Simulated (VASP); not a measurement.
# GaSb (F-43m) in VASP: settings compared

The runs below take GaSb through elastic constants, phonons, with LDA, PBE.

Program: VASP 6.6.1. These are calculated values, not measurements. Logs are shortened: lines on timing, memory, paths and dates and some standing lists are left out, and cuts for length are marked.

## 1. The structure

Symmetry: F-43m, No. 216, cubic system. Conventional cell: a = 6.118 Å, b = 6.118 Å, c = 6.118 Å, α = 90.00°, β = 90.00°, γ = 90.00°. Sb (site symmetry -43m) is surrounded by 4 Ga at 2.65 Å. Ga (site symmetry -43m) is surrounded by 4 Sb at 2.65 Å.

## 2. Elastic constants, LDA

POSCAR reads:

```
GaSb
1.0
    0.0000000000      3.0590000000      3.0590000000
    3.0590000000      0.0000000000      3.0590000000
    3.0590000000      3.0590000000      0.0000000000
Sb Ga
1 1
Direct
    0.7500000000      0.7500000000      0.7500000000
    0.0000000000      0.0000000000      0.0000000000
```

INCAR.step1 reads:

```
SYSTEM = GaSb
  ALGO = Normal
  EDIFF = 1E-8
  EDIFFG = -0.002
  ENCUT = 600
  IBRION = 2
  ISIF = 3
  ISMEAR = -1
  LASPH = .TRUE.
  LCHARG = .FALSE.
  LREAL = .FALSE.
  LWAVE = .FALSE.
  NELM = 100
  NSW = 40
  PREC = Accurate
  SIGMA = 0.05
```

INCAR.step2 reads:

```
SYSTEM = GaSb
  ALGO = Normal
  EDIFF = 1E-8
  ENCUT = 600
  IBRION = 6
  ISIF = 3
  ISMEAR = -1
  LASPH = .TRUE.
  LCHARG = .FALSE.
  LREAL = .FALSE.
  LWAVE = .FALSE.
  NELM = 100
  NFREE = 2
  NSW = 1
  POTIM = 0.015
  PREC = Accurate
  SIGMA = 0.05
```

KPOINTS reads:

```
k-points
0
G
  6 6 6
  0 0 0
```

Potentials or basis: VASP PAW LDA potentials, release 64 (Sb, Ga_d).

Command:

```sh
> cat potpaw_LDA.64/Sb/POTCAR potpaw_LDA.64/Ga_d/POTCAR > POTCAR
> cp INCAR.step1 INCAR
> mpirun -np 1 vasp_std > vasp.out
> cp CONTCAR POSCAR
> cp INCAR.step2 INCAR
> mpirun -np 1 vasp_std > vasp.out
```

OUTCAR:

```text
SYSTEM = GaSb
   EDIFF = 1E-8
   ENCUT = 600
   IBRION = 6
   ISIF = 3
   ISMEAR = -1
   LASPH = .TRUE.
   LREAL = .FALSE.
   NELM = 100
   NFREE = 2
   NSW = 1
   POTIM = 0.015
   PREC = Accurate

 ion  position               nearest neighbor table
   1  0.750  0.750  0.750-   2 2.62   2 2.62   2 2.62   2 2.62
   2  0.000  0.000  0.000-   1 2.62   1 2.62   1 2.62   1 2.62

  LATTYP: Found a face centered cubic cell.
 ALAT       =     6.0571966773

  Lattice vectors:

 A1 = (   0.0000000000,   3.0285983386,   3.0285983386)
 A2 = (   3.0285983386,   0.0000000000,   3.0285983386)
 A3 = (   3.0285983386,   3.0285983386,   0.0000000000)

Analysis of symmetry for initial positions (statically):
=====================================================================
 Subroutine PRICEL returns:
 Original cell was already a primitive cell.

 Routine SETGRP: Setting up the symmetry group for a
 face centered cubic supercell.

 Subroutine GETGRP returns: Found 24 space group operations
 (whereof 24 operations were pure point group operations)
 out of a pool of 48 trial point group operations.

The static configuration has the point symmetry T_d .

Analysis of symmetry for dynamics (positions and initial velocities):
=====================================================================
 Subroutine PRICEL returns:
 Original cell was already a primitive cell.

 Routine SETGRP: Setting up the symmetry group for a
 face centered cubic supercell.

 Subroutine GETGRP returns: Found 24 space group operations
 (whereof 24 operations were pure point group operations)
 out of a pool of 48 trial point group operations.

The dynamic configuration has the point symmetry T_d .

 Subroutine INISYM returns: Found 24 space group operations
 (whereof 24 operations are pure point group operations),
 and found     1 'primitive' translations

----------------------------------------------------------------------------------------

                                     Primitive cell

  volume of cell :      55.5591

  direct lattice vectors                    reciprocal lattice vectors
     0.000000000  3.028598339  3.028598339    -0.165092873  0.165092873  0.165092873
     3.028598339  0.000000000  3.028598339     0.165092873 -0.165092873  0.165092873
     3.028598339  3.028598339  0.000000000     0.165092873  0.165092873 -0.165092873

  length of vectors
     4.283084845  4.283084845  4.283084845     0.285949243  0.285949243  0.285949243

  position of ions in fractional coordinates (direct lattice)
     0.750000000  0.750000000  0.750000000
     0.000000000  0.000000000  0.000000000

  ion indices of the primitive-cell ions
   primitive index   ion index
                 1           1
                 2           2

----------------------------------------------------------------------------------------

 KPOINTS: k-points

Automatic generation of k-mesh.
 Grid dimensions read from file:
 generate k-points for:    6    6    6

 Generating k-lattice:

  Cartesian coordinates                     Fractional coordinates (reciprocal lattice)
    -0.027515479  0.027515479  0.027515479     0.166666667  0.000000000  0.000000000
     0.027515479 -0.027515479  0.027515479     0.000000000  0.166666667  0.000000000
[... 100 lines left out ...]

------------------------ aborting loop because EDIFF is reached ----------------------------------------

  FORCE on cell =-STRESS in cart. coord.  units (eV):
  Direction    XX          YY          ZZ          XY          YZ          ZX
  --------------------------------------------------------------------------------------
  -------------------------------------------------------------------------------------
  Total       -0.0008287     -0.0008287     -0.0008287      0.0000000      0.0000000     -0.0000000
  in kB       -0.0238966     -0.0238966     -0.0238966      0.0000000      0.0000000     -0.0000000
  external PRESSURE =      -0.0238966 kB  Pullay stress =       0.0000000 kB
[... 89 lines left out ...]
  FREE ENERGIE OF THE ION-ELECTRON SYSTEM (eV)
  ---------------------------------------------------
  free  energy   TOTEN  =        -8.6370632208 eV

  energy  without entropy=       -8.6363737929  energy(sigma->0) =       -8.63671851

[... ionic steps 4 to 14 ...]

--------------------------------------- Ionic step       15  -------------------------------------------

 number of electron      18.0000005 magnetization

------------------------ aborting loop because EDIFF is reached ----------------------------------------
[... 67 lines left out ...]
--------------------------------------- Ionic step       17  -------------------------------------------

 number of electron      18.0000003 magnetization

 Free energy of the ion-electron system (eV)
  ---------------------------------------------------
  ext. energy  EPLUGINS =         0.00000000
  ---------------------------------------------------
  free energy    TOTEN  =        -8.63943682 eV

  energy without entropy =       -8.63846187  energy(sigma->0) =       -8.63894935

 E-fermi :   5.0882     XC(G=0):  -9.5231

 val. band max:        5.0465933298   @ k =   0.0000   0.0000   0.0000
 cond. band min:       5.0885978837   @ k =   0.0000   0.0000   0.0000
 fundamental gap:      0.0420045540
 Fermi energy:         5.0881983481

 k-point     1 :       0.0000    0.0000    0.0000
  band No.  band energies     occupation
      1     -10.2164      2.00000
      2     -10.2152      2.00000
      3     -10.2137      2.00000
      4     -10.1613      2.00000
      5     -10.1613      2.00000
      6      -6.7286      2.00000
      7       4.9548      1.87017
      8       5.0012      1.70126
      9       5.0466      1.39360
     10       5.0886      0.99600
     11       7.7016      0.00000
     12       7.7360      0.00000
     13       7.7720      0.00000
[... 354 lines left out ...]
  band No.  band energies     occupation
      1     -10.2488      2.00000
      2     -10.2005      2.00000
      3     -10.2005      2.00000
      4     -10.1642      2.00000
      5     -10.1605      2.00000
      6      -4.8998      2.00000
      7      -1.3411      2.00000
      8       2.3237      2.00000
      9       3.2832      2.00000
     10       6.6205      0.00000
     11       8.6128      0.00000
     12       9.7925      0.00000
     13      10.9419      0.00000

 [... further k-points ...]
[... 5 lines left out ...]
  --------------------------------------------------------------------------------------
  -------------------------------------------------------------------------------------
  Total        0.0015326      0.0020630      0.0020630      0.0000000      0.1125360      0.0000000
  in kB        0.0441948      0.0594926      0.0594926      0.0000000      3.2452402      0.0000000
  external PRESSURE =       0.0543933 kB  Pullay stress =       0.0000000 kB
[... 17 lines left out ...]
  FREE ENERGIE OF THE ION-ELECTRON SYSTEM (eV)
  ---------------------------------------------------
  free  energy   TOTEN  =        -8.6394368241 eV

  energy  without entropy=       -8.6384618699  energy(sigma->0) =       -8.63894935

 INTERNAL STRAIN TENSORS FROM STRAINED CELLS
 ============================================

 INTERNAL STRAIN TENSOR FOR ION    1 for displacements in x,y,z  (eV/Angst):
          X           Y           Z          XY          YZ          ZX
  --------------------------------------------------------------------------------
  x    -0.00000     0.00000    -0.00000    -0.00000     7.50378     0.00000
  y     0.00000     0.00000    -0.00000    -0.00000     0.00000     7.50352
  z     0.00000     0.00000    -0.00000     7.50303     0.00000     0.00000

 INTERNAL STRAIN TENSORS FROM DISPLACED ATOMS
 ============================================

 INTERNAL STRAIN TENSOR FOR ION    1 for displacements in x,y,z  (eV/Angst):
          X           Y           Z          XY          YZ          ZX
  --------------------------------------------------------------------------------
  x     0.00000     0.00000     0.00000     0.00000     7.49246     0.00000
  y     0.00000     0.00000     0.00000     0.00000     0.00000     7.49246
  z     0.00000     0.00000     0.00000     7.49246     0.00000     0.00000

 INTERNAL STRAIN TENSOR FOR ION    2 for displacements in x,y,z  (eV/Angst):
          X           Y           Z          XY          YZ          ZX
  --------------------------------------------------------------------------------
  x     0.00000    -0.00000    -0.00000     0.00000    -7.49744     0.00000
  y     0.00000    -0.00000     0.00000     0.00000     0.00000    -7.49744
  z    -0.00000    -0.00000     0.00000    -7.49744     0.00000     0.00000

 Eigenvectors and eigenvalues of the dynamical matrix
 ----------------------------------------------------

   1 f  =    6.645503 THz    41.754930 2PiTHz  221.670136 cm-1    27.483582 meV
             X         Y         Z           dx          dy          dz
      4.542898  4.542898  4.542898    -0.602151   -0.007405   -0.031952
      0.000000  0.000000  0.000000     0.796528    0.009796    0.042266
[... 21 lines left out ...]
   6 f/i=    0.003306 THz     0.020770 2PiTHz    0.110265 cm-1     0.013671 meV
             X         Y         Z           dx          dy          dz
      4.542898  4.542898  4.542898     0.740925   -0.289539    0.059455
      0.000000  0.000000  0.000000     0.560117   -0.218883    0.044946

--------------------------------------------------------------------------------------------------------

 ELASTIC MODULI CONTR FROM IONIC RELAXATION (kBar)
 Direction    XX          YY          ZZ          XY          YZ          ZX
 --------------------------------------------------------------------------------
 XX          -0.0000     -0.0000      0.0000     -0.0000      0.0000      0.0000
 YY          -0.0000     -0.0000     -0.0000     -0.0000     -0.0000     -0.0000
 ZZ           0.0000     -0.0000     -0.0000      0.0000     -0.0000      0.0000
 XY          -0.0000     -0.0000      0.0000   -202.2662      0.0000      0.0000
 YZ           0.0000     -0.0000     -0.0000      0.0000   -202.2662      0.0000
 ZX           0.0000     -0.0000      0.0000      0.0000      0.0000   -202.2662
 --------------------------------------------------------------------------------

 TOTAL ELASTIC MODULI (kBar)
 Direction    XX          YY          ZZ          XY          YZ          ZX
 --------------------------------------------------------------------------------
 XX         823.9845    370.4574    370.4574     -0.0000     -0.0000     -0.0000
 YY         370.4574    823.9845    370.4574     -0.0000     -0.0000     -0.0000
 ZZ         370.4574    370.4574    823.9845      0.0000      0.0000      0.0000
 XY          -0.0000     -0.0000      0.0000    382.6680      0.0000      0.0000
 YZ          -0.0000     -0.0000      0.0000      0.0000    382.6680      0.0000
 ZX          -0.0000     -0.0000      0.0000      0.0000      0.0000    382.6680
 --------------------------------------------------------------------------------
```

Wall time 7.6 min (1 thread of Intel Xeon Platinum 8488C (Sapphire Rapids), shared host); peak memory 0.25 GiB.

Results:

| Quantity | Value |
| --- | --- |
| Relaxed volume | 27.78 Å³/atom |
| Relaxed cell | a = 4.283 Å, b = 4.283 Å, c = 4.283 Å, α = 60.00°, β = 60.00°, γ = 60.00° |
| Space group after relaxing (to 0.05 Å) | F-43m (No. 216) |
| Elastic constants C11, C12, C44 | 82, 37, 38 GPa |
| Voigt bulk modulus | 52 GPa |
| Highest phonon frequency at Γ, LO-TO splitting left out | 222 cm⁻¹ |

The path:
| step | energy change (eV) | largest force (eV/Å) | pressure (GPa) | volume (Å³) |
| --- | --- | --- | --- | --- |
| 1 | 0.0000 | 0.0000 | -1.48 | 57.25 |
| 2 | -0.0073 | 0.0000 | 0.45 | 55.08 |
| 3 | -0.0080 | 0.0000 | -0.01 | 55.56 |

Final structure:
```xyz
2
Lattice="0.0000 3.0286 3.0286 3.0286 0.0000 3.0286 3.0286 3.0286 0.0000" Properties=species:S:1:pos:R:3 pbc="T T T"
Sb    4.5429    4.5429    4.5429
Ga    0.0000    0.0000    0.0000
```

Phonon frequencies in cm⁻¹ (negative: imaginary):
| q point | frequencies |
| --- | --- |
| (0.000, 0.000, 0.000) | 0 0 0 222 222 222 |

Elastic tensor in Voigt notation (GPa, in the Cartesian axes of the cell as first typed):
```
82 37 37  0  0  0
37 82 37  0  0  0
37 37 82  0  0  0
 0  0  0 38  0  0
 0  0  0  0 38  0
 0  0  0  0  0 38
```

Clamped-ion elastic tensor (GPa):
```
82 37 37  0  0  0
37 82 37  0  0  0
37 37 82  0  0  0
 0  0  0 58  0  0
 0  0  0  0 58  0
 0  0  0  0  0 58
```

Spin-orbit coupling is left out, which matters for the levels of Sb.

(Continued in part 2 of 2.)
